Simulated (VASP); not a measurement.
# Pt (Fm-3m) in VASP: density of states with PBE

Aim: the density of states of Pt with PBE.

Program: VASP 6.6.1. These are calculated values, not measurements. Logs are shortened: lines on timing, memory, paths and dates and some standing lists are left out, and cuts for length are marked.

## 1. The crystal as given

Symmetry: Fm-3m, No. 225, cubic system. The conventional cell has a = 3.968 Å, b = 3.968 Å, c = 3.968 Å, α = 90.00°, β = 90.00°, γ = 90.00°. Pt (site symmetry m-3m) has 12 Pt at 2.81 Å as nearest neighbours.

## 2. Density of states, PBE

Input file POSCAR:

```
Pt                                      
1.0
    0.0000000000      1.9837601988      1.9837601988
    1.9837601988      0.0000000000      1.9837601988
    1.9837601988      1.9837601988      0.0000000000
  Pt            
     1
Direct
     0.0000000000000000    0.0000000000000000    0.0000000000000000
```

Input file INCAR.step1:

```
PREC = Accurate ; ENCUT = 520
EDIFF = 1E-7 ; ISMEAR = 0
SIGMA = 0.1 ; LREAL = F
LASPH = T ; NELM = 100
ALGO = Fast ; ISIF = 2
LWAVE = F ; LCHARG = T
LMAXMIX = 4 ; GGA = PE
NBANDS = 11
```

Input file KPOINTS.step1:

```
regular mesh
0
Gamma
  18 18 18
```

Input file INCAR.step2:

```
PREC = Accurate ; ENCUT = 520
EDIFF = 1E-7 ; ISMEAR = -5
SIGMA = 0.1 ; LREAL = F
LASPH = T ; NELM = 100
ALGO = Fast ; ISIF = 2
LWAVE = F ; LCHARG = F
LMAXMIX = 4 ; GGA = PE
LORBIT = 10 ; NBANDS = 11
NEDOS = 1001 ; ICHARG = 11
```

Input file KPOINTS.step2:

```
regular mesh
0
Gamma
  27 27 27
```

Potentials or basis: VASP PAW PBE potentials, release 64 (Pt).

On the command line:

```console
> cat potpaw_PBE.64/Pt/POTCAR > POTCAR
> cp INCAR.step1 INCAR
> cp KPOINTS.step1 KPOINTS
> mpirun -np 1 vasp_std > vasp.out
> cp INCAR.step2 INCAR
> cp KPOINTS.step2 KPOINTS
> mpirun -np 1 vasp_std > vasp.out
```

OUTCAR:

```text
PREC = Accurate
   ENCUT = 520
   EDIFF = 1E-7
   ISMEAR = -5
   LREAL = F
   LASPH = T
   NELM = 100
   ISIF = 2
   GGA = PE
   LORBIT = 10
   ICHARG = 11

 ion  position               nearest neighbor table
   1  0.000  0.000  0.000-

  LATTYP: Found a face centered cubic cell.
 ALAT       =     3.9675203976

  Lattice vectors:

 A1 = (   0.0000000000,   1.9837601988,   1.9837601988)
 A2 = (   1.9837601988,   0.0000000000,   1.9837601988)
 A3 = (   1.9837601988,   1.9837601988,   0.0000000000)

Analysis of symmetry for initial positions (statically):
=====================================================================
 Subroutine PRICEL returns:
 Original cell was already a primitive cell.

 Routine SETGRP: Setting up the symmetry group for a
 face centered cubic supercell.

 Subroutine GETGRP returns: Found 48 space group operations
 (whereof 48 operations were pure point group operations)
 out of a pool of 48 trial point group operations.

The static configuration has the point symmetry O_h .

Analysis of symmetry for dynamics (positions and initial velocities):
=====================================================================
 Subroutine PRICEL returns:
 Original cell was already a primitive cell.

 Routine SETGRP: Setting up the symmetry group for a
 face centered cubic supercell.

 Subroutine GETGRP returns: Found 48 space group operations
 (whereof 48 operations were pure point group operations)
 out of a pool of 48 trial point group operations.

The dynamic configuration has the point symmetry O_h .

 Subroutine INISYM returns: Found 48 space group operations
 (whereof 48 operations are pure point group operations),
 and found     1 'primitive' translations

----------------------------------------------------------------------------------------

                                     Primitive cell

  volume of cell :      15.6134

  direct lattice vectors                    reciprocal lattice vectors
     0.000000000  1.983760199  1.983760199    -0.252046593  0.252046593  0.252046593
     1.983760199  0.000000000  1.983760199     0.252046593 -0.252046593  0.252046593
     1.983760199  1.983760199  0.000000000     0.252046593  0.252046593 -0.252046593

  length of vectors
     2.805460578  2.805460578  2.805460578     0.436557505  0.436557505  0.436557505

  position of ions in fractional coordinates (direct lattice)
[... 84 lines left out ...]
   NFREE  =      0    steps in history (QN), initial steepest desc. (CG)
   ISIF   =      2    stress and relaxation
   ISYM   =      2    0-nonsym 1-usesym 2-fastsym
   POTIM  = 0.5000    time-step for ionic-motion
   TEBEG  =    0.0;   TEEND  =   0.0 temperature during run
   PSTRESS=    0.0 pullay stress
   NELECT =      10.0000    total number of electrons
   NUPDOWN=      -1.0000    fix difference up-down
   EMIN   =  10.00;   EMAX   =-10.00  energy-range for DOS
   EFERMI =   0.00;   METHOD = LEGACY
   ISMEAR =    -5;   SIGMA  =   0.10  broadening in eV -4-tet -1-fermi 0-gaus
   EFERMI_NEDOS =   21; number of points for ismear=-14 and -15
   IALGO  =     68    algorithm
   IMIX   =      4    mixing-type and parameters
     AMIX     =   0.40;   BMIX     =  1.00
     AMIX_MAG =   1.60;   BMIX_MAG =  1.00
  volume/ion in A,a.u.               =      15.61       105.36
  Fermi-wavevector in a.u.,A,eV,Ry     =   1.411158  2.666702 27.094194  1.991367
  Thomas-Fermi vector in A             =   2.533038
   LORBIT       =     10    0 simple, 1 ext, 2 COOP (PROOUT), +10 PAW based schemes
   GGA     = PE    functional components
   LHFCALC =     F    Hartree Fock is set to
   AEXX    =    0.0000 exact exchange contribution
   IVDW    =     0    specifies the selected vdW correction
   LEPSILON=     F    determine dielectric tensor
   LRPA    =     F    only Hartree local field effects (RPA)
 non-spin polarized calculation
 RMM-DIIS sequential band-by-band and
 Fermi weights with tetrahedron method with Bloechl corrections
  energy-cutoff  :      520.00
  volume of cell :       15.61
 maximum number of plane-waves:       440
 NGX is ok and might be reduce to    24

 number of electron      10.0000002 magnetization

 Free energy of the ion-electron system (eV)
  ---------------------------------------------------
  ext. energy  EPLUGINS =         0.00000000
  ---------------------------------------------------
  free energy    TOTEN  =        -6.09780833 eV

  energy without entropy =       -6.09780833  energy(sigma->0) =       -6.09780833

 E-fermi :  10.5943     XC(G=0): -13.2832

 val. band max:       10.6206381780   @ k =   0.4444   0.1111   0.0000
 cond. band min:      10.5246959724   @ k =   0.4074   0.0741   0.0000
 fundamental gap:     -0.0959422055
 Fermi energy:        10.5942956702

 k-point     1 :       0.0000    0.0000    0.0000
  band No.  band energies     occupation
      1       0.7784      2.00000
      2       7.0285      2.00000
      3       7.0285      2.00000
      4       7.0285      2.00000
      5       9.0628      2.00000
      6       9.0628      2.00000
      7      25.3409      0.00000
      8      30.1112      0.00000
      9      30.1112      0.00000
     10      30.1112      0.00000
     11      35.3303      0.00000
[... 309 lines left out ...]
 k-point    24 :       0.3704    0.0370    0.0000
  band No.  band energies     occupation
      1       3.5867      2.00000
      2       7.1189      2.00000
      3       7.2044      2.00000
      4       7.8334      2.00000
      5       9.9919      2.00000
      6      10.1638      2.00000
      7      19.7729      0.00000
      8      25.7953      0.00000
      9      30.4463      0.00000
     10      31.3000      0.00000
     11      36.2022      0.00000

 [... further k-points ...]
[... 5 lines left out ...]
  --------------------------------------------------------------------------------------
  -------------------------------------------------------------------------------------
  Total        0.0149480      0.0149480      0.0149480     -0.0000000     -0.0000000      0.0000000
  in kB        1.5338985      1.5338985      1.5338985     -0.0000000     -0.0000000      0.0000000
  external PRESSURE =       1.5338985 kB  Pullay stress =       0.0000000 kB

 VOLUME and BASIS-vectors are now :
 -----------------------------------------------------------------------------
  energy-cutoff  :      520.00
  volume of cell :       15.61
      direct lattice vectors                 reciprocal lattice vectors
     0.000000000  1.983760199  1.983760199    -0.252046593  0.252046593  0.252046593
     1.983760199  0.000000000  1.983760199     0.252046593 -0.252046593  0.252046593
     1.983760199  1.983760199  0.000000000     0.252046593  0.252046593 -0.252046593

 POSITION                                       TOTAL-FORCE (eV/Angst)
 -----------------------------------------------------------------------------------
      0.00000      0.00000      0.00000        -0.000000      0.000000     -0.000000
 -----------------------------------------------------------------------------------
    total drift:                                0.000000      0.000000     -0.000000

  FREE ENERGIE OF THE ION-ELECTRON SYSTEM (eV)
  ---------------------------------------------------
  free  energy   TOTEN  =        -6.0978083347 eV

  energy  without entropy=       -6.0978083347  energy(sigma->0) =       -6.09780833

 total charge

# of ion       s       p       d       tot
------------------------------------------
    1        0.620   0.569   8.020   9.210
```

Wall time 46 s (1 thread of Intel Xeon Platinum 8488C (Sapphire Rapids), shared host); peak memory 0.21 GiB.

What came out:

- Valence electrons inside the program's atomic spheres: Pt 9.21

Levels at points of the mesh, in eV from the Fermi level:
| k point | band 3 | band 4 | band 5 | band 6 | band 7 | band 8 |
| --- | --- | --- | --- | --- | --- | --- |
| (0.00, 0.00, 0.00) | -3.57 | -3.57 | -1.53 | -1.53 | 14.75 | 19.52 |

States per cell in windows of 0.5 eV (zero at the Fermi level; states under -8 eV left out):
| from (eV) | total | Pt1_d | Pt1_p | Pt1_s |
| --- | --- | --- | --- | --- |
| -8.0 | 0.07 | 0.01 | 0.01 | 0.04 |
| -7.5 | 0.11 | 0.02 | 0.01 | 0.06 |
| -7.0 | 0.30 | 0.13 | 0.02 | 0.10 |
| -6.5 | 0.57 | 0.35 | 0.03 | 0.11 |
| -6.0 | 0.71 | 0.53 | 0.03 | 0.07 |
| -5.5 | 0.59 | 0.47 | 0.03 | 0.03 |
| -5.0 | 0.60 | 0.49 | 0.05 | 0.01 |
| -4.5 | 0.79 | 0.66 | 0.05 | 0.01 |
| -4.0 | 0.86 | 0.71 | 0.07 | 0.02 |
| -3.5 | 1.12 | 0.95 | 0.07 | 0.02 |
| -3.0 | 0.65 | 0.54 | 0.05 | 0.01 |
| -2.5 | 0.64 | 0.55 | 0.04 | 0.01 |
| -2.0 | 0.76 | 0.67 | 0.04 | 0.01 |
| -1.5 | 0.61 | 0.55 | 0.03 | 0.01 |
| -1.0 | 0.59 | 0.55 | 0.02 | 0.01 |
| -0.5 | 0.88 | 0.83 | 0.01 | 0.01 |
| 0.0 | 0.63 | 0.59 | 0.01 | 0.01 |
| 0.5 | 0.14 | 0.11 | 0.02 | 0.01 |
| 1.0 | 0.15 | 0.10 | 0.03 | 0.01 |
| 1.5 | 0.14 | 0.08 | 0.03 | 0.02 |
| 2.0 | 0.14 | 0.08 | 0.03 | 0.02 |
| 2.5 | 0.14 | 0.07 | 0.04 | 0.02 |
| 3.0 | 0.13 | 0.06 | 0.04 | 0.02 |
| 3.5 | 0.13 | 0.05 | 0.04 | 0.02 |
| 4.0 | 0.12 | 0.04 | 0.04 | 0.02 |
| 4.5 | 0.11 | 0.04 | 0.03 | 0.03 |
| 5.0 | 0.13 | 0.04 | 0.03 | 0.05 |
| 5.5 | 0.20 | 0.06 | 0.03 | 0.08 |
| 6.0 | 0.15 | 0.04 | 0.04 | 0.05 |
| 6.5 | 0.17 | 0.04 | 0.05 | 0.05 |
| 7.0 | 0.17 | 0.04 | 0.05 | 0.05 |
| 7.5 | 0.17 | 0.04 | 0.06 | 0.05 |

Caveat: tetrahedron occupations give inexact forces and stress in metals.
